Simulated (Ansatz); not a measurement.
**BN (model cell, started as CsCl type): relaxing the cell for a phonon run**

Aim: bring BN (model cell, started as CsCl type) to small forces and stress, as phonons need.

Calculated with Ansatz 0.2.0; DFT PBEsol, scalar-relativistic, plane waves, PAW; PAW set soft_1.

Report form: the programs' logs are mostly left out.

The structure was built from a prototype and need not be the compound's stable phase.

### Step 1. Starting point

Symmetry: Pm-3m, No. 221, cubic system. Conventional cell: a = 2.114 Å, b = 2.114 Å, c = 2.114 Å, α = 90.00°, β = 90.00°, γ = 90.00°. B has 8 N at 1.83 Å nearest. Nearest to N lie 8 B at 1.83 Å. Farther neighbours and most contacts between anions are not listed.

Coordinates:

```
B N
1.0
     2.11356    0.00000    0.00000
     0.00000    2.11356    0.00000
     0.00000    0.00000    2.11356
B N
1 1
Direct
  0.00000 0.00000 0.00000
  0.50000 0.50000 0.50000
```

### Step 2. A coarse first look

First a cheap look: the gap decides the mesh and the occupations, the pressure tells how far the cell has to move.

File input.yaml:

```yaml
crystal:
  lattice:
    - [2.11356, 0.0, 0.0]
    - [0.0, 2.11356, 0.0]
    - [0.0, 0.0, 2.11356]
  atoms:
    - { symbol: B, position: [0.0, 0.0, 0.0] }
    - { symbol: "N", position: [0.5, 0.5, 0.5] }
kpoints:
  mp_grid: { grid: [8, 8, 8] }
hamiltonian:
  xc: pbesol
  pseudopotentials: { kind: paw, azcp: { folder: soft_1 }, xc_functional: pbe }
scf:
  occupations: { method: gaussian, width: 0.1 }
output:
  forces: true
  stress: true
  eigenvalues: true
```

Launch:

```bash
$ ansatz run input.yaml --threads 4 --pin off --max-ram 10240MiB --backend cpu --events-out ev --progress --plain --runs-dir out
```

The job ended after 0.19 s (4 threads of Intel Xeon Platinum 8375C at 2.90GHz (Ice Lake), shared host; peak memory 0.28 GiB).

Numbers from this step:

```yaml
pressure: 112.4 GPa
volume_per_atom: 4.721 Å³
gap_on_the_k_mesh: 0 eV
```

The coarse mesh shows no gap and a pressure of 112.4 GPa.

### Step 3. Coarse relaxation

A rough relaxation comes first, because large forces or stress need no tight tolerances yet.

input.yaml: that of step 2 with these lines changed.

```diff
@@ -9,3 +9,3 @@
 kpoints:
-  mp_grid: { grid: [8, 8, 8] }
+  mp_grid: { grid: [10, 10, 10] }
 hamiltonian:
@@ -19 +19,6 @@
   eigenvalues: true
+relax:
+  adjacent_minimum: "off"
+  f_tol: 0.05
+  max_steps: 80
+  cell: { stress_tol: 0.5 }
```

The job ended after 1.2 s (4 threads; peak memory 0.31 GiB).

Step by step:

| step | energy less that of the first step (eV) | largest force component (eV/Å) | pressure (GPa) | volume (Å³) |
| --- | --- | --- | --- | --- |
| 1 | 0.0000 | 0.0000 | 111.37 | 9.44 |
| 2 | -0.5119 | 0.0000 | 54.44 | 10.46 |
| 3 | -0.7369 | 0.0000 | 9.96 | 11.66 |
| 4 | -0.7470 | 0.0000 | -0.38 | 12.05 |
| 5* | -0.7788 | 0.0000 | 2.88 | 12.05 |
| 6 | -0.7796 | 0.0000 | 0.25 | 12.17 |
| 7* | -0.7799 | 0.0000 | 0.26 | 12.17 |

Relaxation steps marked * repeat the geometry before them on a plane-wave basis chosen anew for their cell, so energy and pressure can jump there.

The run keeps the 48 symmetry operations that it works with, so distortions that break them were not tested.

| conventional cell, symmetrised | before | after | change |
| --- | --- | --- | --- |
| a (Å) | 2.114 | 2.300 | +8.8 % |
| b (Å) | 2.114 | 2.300 | +8.8 % |
| c (Å) | 2.114 | 2.300 | +8.8 % |
| volume (Å³/atom) | 4.72 | 6.08 | +28.9 % |

Final coordinates:

```xyz
2
Lattice="2.3000 0.0000 0.0000 0.0000 2.3000 0.0000 0.0000 0.0000 2.3000" Properties=species:S:1:pos:R:3 pbc="T T T"
B     0.0000    0.0000    0.0000
N     1.1500    1.1500    1.1500
```

Numbers from this step:

| Quantity | Value |
| --- | --- |
| pressure | 0.2616 GPa |
| volume per atom | 6.083 Å³ |

In this step the volume went from 4.72 to 6.08 Å³/atom.

### Step 4. Relaxation

Harmonic phonons are second derivatives at a point where the forces vanish, and they are wanted at zero stress, so atoms and cell are relaxed first.

input.yaml, the sections that differ from step 3:

```yaml
crystal:
  lattice:
    - [2.2999867854, 0.0, 0.0]
    - [0.0, 2.2999867854, 0.0]
    - [0.0, 0.0, 2.2999867854]
  atoms:
    - { symbol: B, position: [0.0, 0.0, 0.0] }
    - { symbol: "N", position: [0.5, 0.5, 0.5] }
kpoints:
  mp_grid: { grid: [18, 18, 18] }
relax:
  adjacent_minimum: "off"
  f_tol: 0.005
  max_steps: 80
  cell: { stress_tol: 0.05 }
# hamiltonian, scf, output: as in step 3
```

It took 1.3 s on 4 threads; peak memory 0.35 GiB; 4.2 s of CPU time.

Little changed from the start: no atom moved by 0.005 Å and no cell edge by 0.1 %.

This step gave:

- pressure: 0.04162 GPa
- volume per atom: 6.084 Å³

In this step the volume went from 6.08 to 6.08 Å³/atom.

### Step 5. Tight relaxation

Phonons need a cell at rest on their own settings, so the relaxation is repeated with tight tolerances on forces and stress, using the mesh and the filling of the phonon run that follows.

input.yaml, the sections that differ from step 4:

```yaml
crystal:
  lattice:
    - [2.3001180839, 0.0, 0.0]
    - [0.0, 2.3001180839, 0.0]
    - [0.0, 0.0, 2.3001180839]
  atoms:
    - { symbol: B, position: [0.0, 0.0, 0.0] }
    - { symbol: "N", position: [0.5, 0.5, 0.5] }
kpoints:
  mp_grid: { grid: [20, 20, 20] }
scf:
  occupations: { method: methfessel_paxton, width: 0.2 }
relax:
  adjacent_minimum: "off"
  f_tol: 0.001
  max_steps: 60
  cell: { stress_tol: 0.01 }
# hamiltonian, output: as in step 4
```

It took 1.9 s on 4 threads; peak memory 0.37 GiB; 6.4 s of CPU time.

Little changed from the start: no atom moved by 0.005 Å and no cell edge by 0.1 %.

Numbers from this step:

```
pressure        : 9.33e-4 GPa
volume per atom : 6.085 Å³
```

The forces vanish by symmetry and the pressure is 0.001 GPa, within the tolerances set. The cell now holds 6.09 Å³/atom.

### Step 6. Outcome

* space group after relaxation (within 0.01 Å): Pm-3m
* lattice constant a: 2.300 Å
* lattice constant b: 2.300 Å
* lattice constant c: 2.300 Å
* volume per atom: 6.09 Å³

What this shows: The forces vanish by symmetry and the pressure is 0.001 GPa, within the tolerances set. The cell now holds 6.09 Å³/atom. The relaxation keeps the symmetry of its start, so it says nothing on stability against lower symmetry. The PAW files were made for PBE and serve the other functionals too. The starting cell was built on a prototype and not taken from a measurement, so the phase need not exist.

[Logs are printed without paths, hosts, clocks, repeated set-up lines and the standing remarks that a program may print on its own settings, such as how far it seeks lower states.]

[Hosts, paths, dates, database ids (printed as entryN), source tags and the programs' standing remarks are cut or masked in the printed files.]
